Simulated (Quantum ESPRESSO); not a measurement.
## AlN under changes of volume

One of the cells (8.421 Å³/atom); the others are scaled copies at fixed shape and fractional positions:

```
CELL_PARAMETERS angstrom
0.00000 2.03452 2.03452
2.03452 0.00000 2.03452
2.03452 2.03452 0.00000
ATOMIC_POSITIONS crystal
Al 0.50000 0.50000 0.50000
N 0.00000 0.00000 0.00000
```

Measurements of this composition are mostly on another form, of space group No. 186.

- Program: Quantum ESPRESSO 7.5
- Functional: PBE
- Potentials or basis: SSSP 1.3 efficiency PBE
- Cutoff: 816 eV
- Density cutoff: 6531 eV
- k mesh: 11 × 11 × 11
- Occupations: fermi-dirac, width 0.05 eV
- Spin: no spin polarisation

| volume (Å³/atom) | energy over the lowest point (meV/atom) | pressure (GPa) | gap on the mesh (eV) |
| --- | --- | --- | --- |
| 7.916 | ? | ? | ? |
| 8.085 | 12.34 | 11.4 | 4.95 |
| 8.253 | 3.21 | 5.5 | 4.75 |
| 8.421 | 0.00 | 0.1 | 4.56 |
| 8.590 | 2.16 | -4.7 | 4.37 |
| 8.758 | 9.16 | -9.1 | 4.19 |
| 8.927 | 20.56 | -13.0 | 4.02 |

Q: What does the run at 7.916 Å³/atom give?

A: Energy over the lowest point 28.05 meV/atom; pressure 18.0 GPa; gap on the mesh 5.16 eV.

Worked out: A Birch-Murnaghan fit of order 3 (a polynomial in V^(-2/3)) to the other rows has its minimum at 8.43 Å³/atom with B0 = V·E''(V) = 254 GPa and B' = 4.2. It gives 28.17 meV/atom at 7.916 Å³/atom, against the run's 28.05, and -dE/dV = 18.4 GPa, against 18.0. A straight line through the other rows of the gap, of slope -9.4 eV per unit of ln V, extrapolates to 5.14 eV, against the run's 5.16.

Energies are extrapolated to zero smearing.

Caveats: an odd mesh through Γ misses points on the zone boundary, where band edges often lie.
